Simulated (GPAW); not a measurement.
Runs of GPAW 26.7.0 on HfO2. Symmetry: P4_2/nmc, No. 137, tetragonal system. Conventional cell: a = 3.558 Å, b = 3.558 Å, c = 5.172 Å, α = 90.00°, β = 90.00°, γ = 90.00°. Hf (site symmetry -4m2) has 4 O at 2.05 Å as nearest neighbours. O (site symmetry 2mm) has 2 Hf at 2.05 Å as nearest neighbours. Measurements of this composition are mostly on another form, of space group No. 14.

```tsv
task	level	potentials or basis	cell	k mesh	cutoff (eV)	eigensolver	older calculator (legacy_gpaw)	convergence	supercell	supercell k mesh	gap on the mesh (eV)	pressure (GPa)	largest force (eV/Å)
single point	revPBE	the program's PAW data sets (release 1.2.1) made for this functional, pw	as given	7 × 7 × 5	800	-	-	-	-	-	4.80	14.9	0.32
single point	vdW-DF-cx	GPAW PAW data sets (gpaw-data 1.2.1), pw	as given	7 × 7 × 5	800	-	-	-	-	-	4.72	-	0.27
single point	AM05	PAW data sets generated in the run's folder for this functional, pw	as given	7 × 7 × 5	800	-	-	-	-	-	(b)	2.8	0.20
single point	PBEsol	PAW data sets generated in the run's folder for this functional, pw	as given	7 × 7 × 5	800	-	-	-	-	-	4.64	(a)	0.21
single point	BLYP	PAW data sets generated in the run's folder for this functional, pw	as given	7 × 7 × 5	800	davidson	-	-	-	-	4.79	15.1	0.15
single point	optB88-vdW	GPAW PAW data sets (gpaw-data 1.2.1), pw	as given	7 × 7 × 5	800	-	yes	-	-	-	4.77	-	0.23
single point	LDA	the program's PAW data sets (release 1.2.1) made for this functional, pw	as given	7 × 7 × 5	800	-	-	-	-	-	4.56	(c)	0.05
single point	PBE	GPAW PAW data sets (gpaw-data 1.2.1), pw	as given	7 × 7 × 5	800	-	-	-	-	-	4.76	10.5	0.26
gruneisen	r2SCAN+D3(BJ)	GPAW PAW data sets (gpaw-data 1.2.1), pw	relaxed	5 × 5 × 3	680	-	-	density=1e-06 eigenstates=1e-09	1 × 1 × 1	5 × 5 × 3	5.23	0.0	-
single point	TPSS	GPAW PAW data sets (gpaw-data 1.2.1), pw	as given	7 × 7 × 5	800	davidson	-	-	-	-	4.85	8.1	0.38
```

Alike in all rows: no spin polarisation; smearing fermi-dirac 0.05 eV.

Problem. Estimate the missing entries.

Solution. (a) 2.4; (b) 4.66; (c) -5.5.

Caveats: spin-orbit coupling is left out, which moves the levels of the heavy elements; an odd mesh through Γ misses points on the zone boundary, where band edges often lie; the PAW data sets were made with another functional, which shifts forces and pressure a little (some runs); the cutoff is short for stress and forces, so pressures can be off by a GPa or more (some runs); the density grid can change from cell to cell, which puts small steps into energies and stress (some runs); the LO-TO splitting is left out (some runs).

A k mesh can miss the band edges, and the runs leave out spin-orbit coupling on Hf.
